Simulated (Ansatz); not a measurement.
# Ga (P6/mmm) in Ansatz: equation of state

Aim: energy against volume of Ga in PBE, for its equilibrium volume and stiffness.

All numbers are computed with Ansatz 0.2.0; they aren't measurements. Logs are shortened: lines on timing, memory, paths and dates and some standing lists are left out, and cuts for length are marked.

**1. Starting point**

Symmetry: P6/mmm, No. 191, hexagonal system. The conventional cell has a = 4.449 Å, b = 4.449 Å, c = 2.765 Å, α = 90.00°, β = 90.00°, γ = 120.00°. Ga (site symmetry -6m2) has 5 Ga at 2.57 to 2.77 Å as nearest neighbours.

The cell was built by a generator and needn't be a form met in nature.

**2. Single point, PBE, 22.28 Å³/atom (volume scaled by 0.94)**

input.yaml

```yaml
crystal:
  lattice:
    - [4.3586390031, 0.0, 0.0]
    - [-2.1793243995, 3.7746979279, 0.0]
    - [0.0, 0.0, 2.7087515078]
  atoms:
    - { symbol: Ga, position: [0.33333, 0.66667, 0.5] }
    - { symbol: Ga, position: [0.66667, 0.33333, 0.5] }
hamiltonian:
  xc: pbe
  pseudopotentials: { kind: paw }
kpoints:
  mp_grid: { grid: [7, 7, 10] }
scf:
  occupations: { method: fermi_dirac, width: 0.05 }
output:
  forces: true
  stress: true
  eigenvalues: true
```

Potentials or basis: Ansatz PAW.

Command:

```console
$ ansatz run input.yaml --threads 2 --pin off --max-ram 5632MiB --backend cpu --events-out ev --progress --plain --runs-dir out
```

The program printed:

```text
Warning: the atoms were moved onto the symmetric positions of the space group found under crystal.symmetry.tolerance 1.0e-5 (fractional; no operation is sought that the atoms, as they stand in a round, miss by more than twice it, and no atom is moved by as much as it), and the run uses the moved positions. Before a round's move an operation carried an atom to 4.36e-5 Å from where it should land, the largest such distance. Atom 0 (counting from 0) moved farthest, by 2.52e-5 Å; the longest move in fractions of the cell, of whichever atom, is 0.47 of the tolerance, in 1 round. To run the atoms as typed, lower crystal.symmetry.tolerance until the operations that they miss are no longer found, or set crystal.symmetry.detect: false (a key that needs symmetry detection or time reversal refuses this as the deck is read). The positions used, in the order of the run's atom list: position: [0.3333333333333333, 0.6666666666666666, 0.5]; position: [0.6666666666666666, 0.3333333333333333, 0.5]; The lattice was moved too: crystal.lattice, of which some number shows no typed digit to judge by, misses the space group found at crystal.symmetry.tolerance 1.0e-5 by more than rounding, which is why this is a warning: the operation that it misses by the most changes a squared length by the fraction 3.97e-6, and from 1e-6 on that is taken for a strain and not for rounding. The run uses the lattice that is a stretch of the typed one, with no rotation, onto the one that keeps every operation to a double's rounding (on a very oblique basis the stretch itself rounds by more); the deck's lattice vector that moved farthest moved by 4.39e-6 Å. To run the lattice as typed, set crystal.symmetry.tolerance under 1.37e-6, the least fraction by which an operation that the lattice misses changes a squared length (the same key also sets how far an atom may lie from its image, so lowering it can lose operations that the atoms keep only within it), or set crystal.symmetry.detect: false, as for the atoms. crystal.lattice made exact, in Å and degrees: [[4.358642366334803, 2.8278327508679367e-6, 0.0], [-2.179323632142401, 3.7746936013406835, 0.0], [0.0, 0.0, 2.7087515078]]. Pasted over the deck's crystal.lattice, beside positions in fractional coordinates, it runs the same cell (given as lengths and angles, that cell in the form's own orientation, a rigid turn of the misfit's size from the one run here, for which a checkpoint.post_process_only pass over this run's state can be refused: where this run relaxes nothing, give such a pass this deck's own crystal.lattice, as typed; behind a relaxation, as crystal.lattice, the state's own cell, identity.cell in its checkpoint.json), and a matrix so pasted ends this notice, except on a very skew basis of the lattice, where the rounding of the pasted numbers themselves can read as a misfit: the cell is then moved again, and that move is told again. The lattice as run is in this notice's lattice.as_run_ang field (Run.prep()["deck_notices"] in Python, the deck_notice line of an events file, deck_notices of ansatz run --dry-run=json, or deck_notices in record.json in the deck's checkpoint.write directory).
Warning: RAYON_NUM_THREADS=2 ignored (pool sized by the plan → 2); use --threads N
Engine: ansatz 0.2.0, aarch64-unknown-linux-gnu
Pseudopotentials: kind: paw
Pseudopotential: Ga, paw, valence charge 13, recommended cutoff 420 eV (normal), Ga.paw.azcp
Functional definition: PBE
  parameter kappa = 0.804
  parameter beta = 0.06672455060314922
  exchange = pbe_x(kappa = kappa, mu = beta*pi^2/3)
  correlation = pbe_c(beta = beta)
Crystal: 2 atoms, lattice volume = 44.566 Å³
Basis set: ecut = 420 eV, 903 PW (Γ), exchange–correlation on 60×60×40 points (8 copies of the dense FFT grid, shifted against one another)
Bands: 17, of which v1, the nominal top of the filled ones, is band 13 counted from 1 (12 counted from 0)
Symmetry: 24 space group operations
Space group: P6/mmm (ITA 191), of the structure as read, at distance tolerance 3.5e-5 Å
k-points: 48 of 490
Non-local potential: Ga, projectors of the file, l = 0: 2, l = 1: 2, l = 2: 3, l = 3: 1
PAW form: soft (Blöchl's): semilocal exchange-correlation on the pseudo side does not see the compensation charge
PAW one-centre angular grid: Ga, 590 points (default); XC on 64 Gauss nodes
Initial density: superposition of atomic densities (neutral atoms: chi_scale 0, normalization atom), corrected by the library's trained network
Initial wavefunctions: pseudopotential atomic-orbital guess
Functional: x = pbe(κ = 0.804, μ = 0.2195149727645171), c = pbe(β = 0.06672455060314922)
SCF iter   1: F=—  HF=-7565.761546 eV  |F-HF|=—  |Δ(HF+E_count)|=         —  Δρ=2.03e-3  dr2=2.37e-3  ethr=1.77e-3  ⟨swp⟩=5.5  Hψ=3768  notcnv=0
preconditioner: auto → LDOS  [metal: Δε(μ)=0.098 eV  Ē_g=16.971 eV  σ=0.050 eV  W_gap=0.44  n_scr=8 (ndim 8)  ℏωp=28.4 eV  f_vac=0.086  D(μ)=0.93/eV (n_scr^D=6)  β→1.0]
SCF iter   2: F=—  HF=-7565.760866 eV  |F-HF|=—  |Δ(HF+E_count)|=   6.80e-4  Δρ=1.72e-3  dr2=6.56e-4  ethr=9.13e-6  ⟨swp⟩=2.0  Hψ=2004  notcnv=0  defer=2
SCF iter   3: F=—  HF=-7565.760609 eV  |F-HF|=—  |Δ(HF+E_count)|=   2.57e-4  Δρ=5.67e-4  dr2=9.11e-5  ethr=2.52e-6  ⟨swp⟩=2.0  Hψ=1469  notcnv=0  defer=2
SCF iter   4: F=—  HF=-7565.760514 eV  |F-HF|=—  |Δ(HF+E_count)|=   9.53e-5  Δρ=1.35e-4  dr2=5.88e-6  ethr=3.50e-7  ⟨swp⟩=2.0  Hψ=1429  notcnv=0  defer=2
SCF iter   5: F=—  HF=-7565.760512 eV  |F-HF|=—  |Δ(HF+E_count)|=   1.34e-6  Δρ=2.83e-5  dr2=2.49e-7  ethr=2.26e-8  ⟨swp⟩=2.0  Hψ=1439  notcnv=0  defer=2
SCF iter   6: F=-7565.760512 eV  HF=-7565.760512 eV  |F-HF|=4.38e-10  |Δ(HF+E_count)|=   4.28e-8  Δρ=1.69e-6  dr2=9.08e-10  ethr=3.85e-10  ⟨swp⟩=5.5  Hψ=3749  notcnv=0
SCF 1 converged in 6 iterations: F = -7565.760512 eV  dr2 = 9.08e-10
SCF converged after 6 iterations
Free energy (F): -7565.760512 eV
Harris-Foulkes:  -7565.760512 eV  (|F-HF|=4.38e-10)
Internal energy: -7565.753239 eV  (E = F + TS)
E sigma→0 (E₀):  -7565.756875 eV
Entropy (-TS):   -0.007274 eV (-3.637 meV/atom)
Fermi energy:    7.400150 eV
--- Per-component energies (eV) ---
  E_band       = -129.873184
  E_kinetic    = 230.387579
  E_local      = -4116.104993  (includes V_loc(G=0)·N_el)
  E_nonlocal   = 843.579468
  E_hartree    = 1919.378806
  E_xc         = -138.971487
  E_vxc        = -116.605247  (∫ρ·V_xc dr)
  E_paw        = -3970.303895  (= ΣΔE_a)
  E_vpaw       = -809.886164  (= ΣTr[D̂ρ^β])
  E_aug_tail   = -0.000206  (compensation charges beyond the density's cutoff)
  E_ewald      = -2333.718510
  E_smearing   = -0.007274  (= −TS)
  E_closure    = -0.000000  (closes the sum)
  Σ components = -7565.760512   (vs F -7565.760512, Δ=0.00e0)
--- Forces (eV/Å), atoms counted from 1 ---
  atom   1  Ga    -0.00000000    -0.00000000     0.00000000
  atom   2  Ga     0.00000000     0.00000000     0.00000000
  max |Σ_I F_I| component: 1.85e-17 eV/Å
--- Stress (GPa, compression-positive) ---
        3.345496      -0.000000       0.000000
       -0.000000       3.345496       0.000000
        0.000000       0.000000       2.178328
  P = ⅓ Tr σ = 2.9564 GPa (29.564 kbar)
--- Band table (eV; the first three rows and the last of 48) ---
  k-point 0: bands = ["-7.7900", "-7.5401", "-7.5059", "-7.5059", "-7.3736", "-7.3736", "-7.3348", "-7.3348", "-7.2049", "-7.2049", "-2.9710", "6.1857", "6.8159", "6.8159", "10.6597", "10.6597", "13.6623"]
  k-point 1: bands = ["-7.7558", "-7.5048", "-7.5048", "-7.4946", "-7.3943", "-7.3943", "-7.3326", "-7.3326", "-7.2183", "-7.2183", "-2.7672", "6.3603", "7.0216", "7.0216", "10.8603", "10.8603", "13.7786"]
  k-point 2: bands = ["-7.6690", "-7.5054", "-7.5054", "-7.4439", "-7.4439", "-7.3749", "-7.3273", "-7.3273", "-7.2526", "-7.2526", "-2.1503", "6.8934", "7.6179", "7.6179", "10.7862", "11.4538", "11.4538"]
  k-point 47: bands = ["-7.6755", "-7.6489", "-7.5258", "-7.5168", "-7.4860", "-7.4593", "-7.3138", "-7.1262", "-7.1182", "-7.0612", "3.5167", "4.6162", "5.4904", "6.5483", "7.4517", "11.9183", "15.5952"]
```

Run time: 1.4 s. Hardware: 2 threads of Arm Neoverse V1, shared host; peak memory 0.31 GiB.

Results:

| Item | Value |
| --- | --- |
| Free energy | -7565.7605 eV |
| Pressure | 3.0 GPa |
| Band gap on the k mesh | none (metal or under the smearing width) |

**3. Single point, PBE, 22.76 Å³/atom (volume scaled by 0.96)**

Edit input.yaml of step 2 so:

```diff
@@ -2,5 +2,5 @@
   lattice:
-    - [4.3586390031, 0.0, 0.0]
-    - [-2.1793243995, 3.7746979279, 0.0]
-    - [0.0, 0.0, 2.7087515078]
+    - [4.3893346553, 0.0, 0.0]
+    - [-2.1946722601, 3.8012811835, 0.0]
+    - [0.0, 0.0, 2.7278278512]
   atoms:
```

Potentials or basis: Ansatz PAW.

Command:

```console
$ ansatz run input.yaml --threads 2 --pin off --max-ram 5632MiB --backend cpu --events-out ev --progress --plain --runs-dir out
```

It took 1.6 s on 2 threads of Arm Neoverse V1, shared host; peak memory 0.32 GiB.

It converged, with:

* Free energy: -7565.7749 eV
* Pressure: 1.9 GPa
* Band gap on the k mesh: none (metal or under the smearing width)

**4. Single point, PBE, 23.23 Å³/atom (volume scaled by 0.98)**

Edit input.yaml of step 3 so:

```diff
@@ -2,5 +2,5 @@
   lattice:
-    - [4.3893346553, 0.0, 0.0]
-    - [-2.1946722601, 3.8012811835, 0.0]
-    - [0.0, 0.0, 2.7278278512]
+    - [4.4196068854, 0.0, 0.0]
+    - [-2.2098084092, 3.8274977442, 0.0]
+    - [0.0, 0.0, 2.7466410515]
   atoms:
```

Potentials or basis: Ansatz PAW.

Command:

```console
$ ansatz run input.yaml --threads 2 --pin off --max-ram 5632MiB --backend cpu --events-out ev --progress --plain --runs-dir out
```

The program printed:

```text
Warning: the atoms were moved onto the symmetric positions of the space group found under crystal.symmetry.tolerance 1.0e-5 (fractional; no operation is sought that the atoms, as they stand in a round, miss by more than twice it, and no atom is moved by as much as it), and the run uses the moved positions. Before a round's move an operation carried an atom to 4.42e-5 Å from where it should land, the largest such distance. Atom 0 (counting from 0) moved farthest, by 2.55e-5 Å; the longest move in fractions of the cell, of whichever atom, is 0.47 of the tolerance, in 1 round. To run the atoms as typed, lower crystal.symmetry.tolerance until the operations that they miss are no longer found, or set crystal.symmetry.detect: false (a key that needs symmetry detection or time reversal refuses this as the deck is read). The positions used, in the order of the run's atom list: position: [0.3333333333333333, 0.6666666666666666, 0.5]; position: [0.6666666666666666, 0.3333333333333333, 0.5]; The lattice was moved too: crystal.lattice, of which some number shows no typed digit to judge by, misses the space group found at crystal.symmetry.tolerance 1.0e-5 by more than rounding, which is why this is a warning: the operation that it misses by the most changes a squared length by the fraction 3.97e-6, and from 1e-6 on that is taken for a strain and not for rounding. The run uses the lattice that is a stretch of the typed one, with no rotation, onto the one that keeps every operation to a double's rounding (on a very oblique basis the stretch itself rounds by more); the deck's lattice vector that moved farthest moved by 4.46e-6 Å. To run the lattice as typed, set crystal.symmetry.tolerance under 1.37e-6, the least fraction by which an operation that the lattice misses changes a squared length (the same key also sets how far an atom may lie from its image, so lowering it can lose operations that the atoms keep only within it), or set crystal.symmetry.detect: false, as for the atoms. crystal.lattice made exact, in Å and degrees: [[4.419610295638802, 2.867410111825468e-6, 0.0], [-2.2098076310694004, 3.8274933571453995, 0.0], [0.0, 0.0, 2.7466410515]]. Pasted over the deck's crystal.lattice, beside positions in fractional coordinates, it runs the same cell (given as lengths and angles, that cell in the form's own orientation, a rigid turn of the misfit's size from the one run here, for which a checkpoint.post_process_only pass over this run's state can be refused: where this run relaxes nothing, give such a pass this deck's own crystal.lattice, as typed; behind a relaxation, as crystal.lattice, the state's own cell, identity.cell in its checkpoint.json), and a matrix so pasted ends this notice, except on a very skew basis of the lattice, where the rounding of the pasted numbers themselves can read as a misfit: the cell is then moved again, and that move is told again. The lattice as run is in this notice's lattice.as_run_ang field (Run.prep()["deck_notices"] in Python, the deck_notice line of an events file, deck_notices of ansatz run --dry-run=json, or deck_notices in record.json in the deck's checkpoint.write directory).
Warning: RAYON_NUM_THREADS=2 ignored (pool sized by the plan → 2); use --threads N
[... 1 set-up line as earlier in the session ...]
[... 60 lines left out ...]
  k-point 0: bands = ["-8.1818", "-7.9517", "-7.9219", "-7.9219", "-7.8037", "-7.8037", "-7.7634", "-7.7634", "-7.6503", "-7.6503", "-3.1681", "5.5614", "6.3958", "6.3958", "10.1747", "10.1747", "13.1456"]
  k-point 1: bands = ["-8.1504", "-7.9208", "-7.9208", "-7.9105", "-7.8222", "-7.8222", "-7.7615", "-7.7615", "-7.6624", "-7.6624", "-2.9708", "5.7340", "6.5933", "6.5933", "10.3690", "10.3690", "13.2460"]
  k-point 2: bands = ["-8.0708", "-7.9212", "-7.9212", "-7.8669", "-7.8669", "-7.8022", "-7.7570", "-7.7570", "-7.6932", "-7.6932", "-2.3745", "6.2610", "7.1659", "7.1659", "10.2205", "10.9434", "10.9434"]
  k-point 47: bands = ["-8.0769", "-8.0492", "-7.9401", "-7.9304", "-7.9034", "-7.8787", "-7.7488", "-7.5768", "-7.5698", "-7.5177", "3.0294", "4.0975", "5.1413", "6.1604", "7.0216", "11.4653", "14.7726"]
```

Run time: 1.5 s. Hardware: 2 threads of Arm Neoverse V1, shared host; peak memory 0.32 GiB.

What came out:

* Free energy: -7565.7835 eV
* Pressure: 1.0 GPa
* Band gap on the k mesh: none (metal or under the smearing width)

**5. Single point, PBE, 23.71 Å³/atom**

Edit input.yaml of step 4 so:

```diff
@@ -2,5 +2,5 @@
   lattice:
-    - [4.4196068854, 0.0, 0.0]
-    - [-2.2098084092, 3.8274977442, 0.0]
-    - [0.0, 0.0, 2.7466410515]
+    - [4.44947, 0.0, 0.0]
+    - [-2.22474, 3.85336, 0.0]
+    - [0.0, 0.0, 2.7652]
   atoms:
```

Command:

```console
$ ansatz run input.yaml --threads 2 --pin off --max-ram 5632MiB --backend cpu --events-out ev --progress --plain --runs-dir out
```

Run time: 1.6 s. Hardware: 2 threads of Arm Neoverse V1, shared host; peak memory 0.32 GiB.

It converged, with:

```
Free energy            : -7565.7867 eV
Pressure               : 0.1 GPa
Band gap on the k mesh : none (metal or under the smearing width)
```

**6. Single point, PBE, 24.18 Å³/atom (volume scaled by 1.02)**

Edit input.yaml of step 5 so:

```diff
@@ -2,5 +2,5 @@
   lattice:
-    - [4.44947, 0.0, 0.0]
-    - [-2.22474, 3.85336, 0.0]
-    - [0.0, 0.0, 2.7652]
+    - [4.4789375475, 0.0, 0.0]
+    - [-2.2394738069, 3.8788796841, 0.0]
+    - [0.0, 0.0, 2.7835131165]
   atoms:
```

Potentials or basis: Ansatz PAW.

Command:

```console
$ ansatz run input.yaml --threads 2 --pin off --max-ram 5632MiB --backend cpu --events-out ev --progress --plain --runs-dir out
```

Wall time 1.3 s (2 threads of Arm Neoverse V1, shared host); peak memory 0.32 GiB.

The run converged. Its results:

| Item | Value |
| --- | --- |
| Free energy | -7565.7851 eV |
| Pressure | -0.6 GPa |
| Band gap on the k mesh | none (metal or under the smearing width) |

**7. Single point, PBE, 24.65 Å³/atom (volume scaled by 1.04)**

Edit input.yaml of step 6 so:

```diff
@@ -2,5 +2,5 @@
   lattice:
-    - [4.4789375475, 0.0, 0.0]
-    - [-2.2394738069, 3.8788796841, 0.0]
-    - [0.0, 0.0, 2.7835131165]
+    - [4.5080223725, 0.0, 0.0]
+    - [-2.2540162521, 3.9040679203, 0.0]
+    - [0.0, 0.0, 2.8015883834]
   atoms:
@@ -19 +19,5 @@
   eigenvalues: true
+  write_density: true
+  write_potential: true
+  elf: true
+  volumetric_format: npy
```

Command:

```console
$ ansatz run input.yaml --threads 2 --pin off --max-ram 5632MiB --backend cpu --events-out ev --progress --plain --runs-dir out
```

It took 1.9 s on 2 threads of Arm Neoverse V1, shared host; peak memory 0.32 GiB.

It converged, with:

| Quantity | Value |
| --- | --- |
| Free energy | -7565.7795 eV |
| Pressure | -1.3 GPa |
| Band gap on the k mesh | none (metal or under the smearing width) |

**8. Single point, PBE, 25.13 Å³/atom (volume scaled by 1.06)**

input.yaml

```yaml
crystal:
  lattice:
    - [4.536736665, 0.0, 0.0]
    - [-2.2683734306, 3.9289352654, 0.0]
    - [0.0, 0.0, 2.8194333766]
  atoms:
    - { symbol: Ga, position: [0.33333, 0.66667, 0.5] }
    - { symbol: Ga, position: [0.66667, 0.33333, 0.5] }
hamiltonian:
  xc: pbe
  pseudopotentials: { kind: paw }
kpoints:
  mp_grid: { grid: [7, 7, 10] }
scf:
  occupations: { method: fermi_dirac, width: 0.05 }
output:
  forces: true
  stress: true
  eigenvalues: true
```

Command:

```console
$ ansatz run input.yaml --threads 2 --pin off --max-ram 5632MiB --backend cpu --events-out ev --progress --plain --runs-dir out
```

Run time: 1.4 s. Hardware: 2 threads of Arm Neoverse V1, shared host; peak memory 0.32 GiB.

Results (log left out):

* Free energy: -7565.7701 eV
* Pressure: -1.9 GPa
* Band gap on the k mesh: none (metal or under the smearing width)

**9. Equation of state, PBE**

Potentials or basis: Ansatz PAW.

No new run: the results of the series are fitted here.

Results:

* Equilibrium volume: 23.78 Å³/atom
* Bulk modulus at fixed shape and positions: 39 GPa
* Pressure derivative of the bulk modulus: 5.0

Energy against volume, from the lowest point:
```
volume (Å³/atom)  energy (meV/atom)
          22.283              13.09
          22.757               5.88
          23.231               1.60
          23.705               0.00
          24.179               0.78
          24.653               3.60
          25.128               8.30
```

Caveat: the cell was scaled at fixed shape and fractional positions, which overstates the stiffness of a crystal with free parameters, most of all of layers and chains.
